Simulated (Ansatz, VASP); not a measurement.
**Sb: VASP beside Ansatz**

```
Sb
1.0
     3.16000    0.00000    0.00000
     0.00000    3.16000    0.00000
     0.00000    0.00000    3.16000
Sb
1
Direct
  0.00000 0.00000 0.00000
```

This isn't the form of Sb at room conditions, which is rhombohedral.

Alike in both runs: task single point; functional BLYP; k mesh 8 × 8 × 8; occupations fermi-dirac, width 0.15 eV; no spin polarisation.

|  | VASP | Ansatz |
| --- | --- | --- |
| version | VASP 6.6.1 | Ansatz 0.2.0 |
| potentials or method | VASP PAW PBE potentials, release 64 (Sb) | SG15 NC |
| plane-wave cutoff (eV) | 520 | 816 |
| valence electrons in the cell | 5 | 15 |

Ansatz gave:

| Quantity | Value |
| --- | --- |
| gap on the k mesh at the Fermi level (eV) | none |
| pressure (GPa) | 1.1 |

Q: What did VASP give for the same quantities?

A: gap on the k mesh at the Fermi level (eV): none; pressure (GPa): 1.9.

A gap of «none» marks a metal or a gap that the smearing closes. The functional is the same, so the differences come from potentials, cutoffs and numerics. The two sets of potentials don't hold the same shells in valence.

Caveats: the PAW data sets were made with another functional, which shifts forces and pressure a little (VASP); the potentials were made for another functional, which shifts forces and pressure (Ansatz). Spin-orbit coupling is left out, which matters for the levels of Sb.
